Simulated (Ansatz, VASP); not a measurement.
## One calculation of GaAs, two programs

```
Ga As
1.0
     0.00000    2.83308    2.83308
     2.83308    0.00000    2.83308
     2.83308    2.83308    0.00000
Ga As
1 1
Direct
  0.00000 0.00000 0.00000
  0.25000 0.25000 0.25000
```

Alike in both runs: task single point; functional PBE-based screened hybrid; k mesh 4 × 4 × 4; no spin polarisation.

|  | VASP | Ansatz |
| --- | --- | --- |
| version | VASP 6.6.1 | Ansatz 0.2.0 |
| potentials or method | VASP PAW PBE potentials, release 64 (Ga_d, As) | plane waves |
| plane-wave cutoff (eV) | 520 | 420 |
| occupations | gaussian, width 0.01 eV | fixed |
| valence electrons in the cell | 18 | 28 |

Ansatz gave:

```
gap on the k mesh at the Fermi level (eV) : 2.26
pressure (GPa)                            : -0.1
```

Question: Which values does VASP return?

Answer: gap on the k mesh at the Fermi level (eV): 2.30; pressure (GPa): -0.6.

The two sets of potentials don't hold the same shells in valence. Ansatz warned: «stress_exchange_threshold_loose».

Caveats: the k mesh is coarse (spacing up to 0.48 Å⁻¹), so the values aren't converged; the PAW data sets were made with another functional, which shifts forces and pressure a little (VASP). A k mesh can miss the band edges.
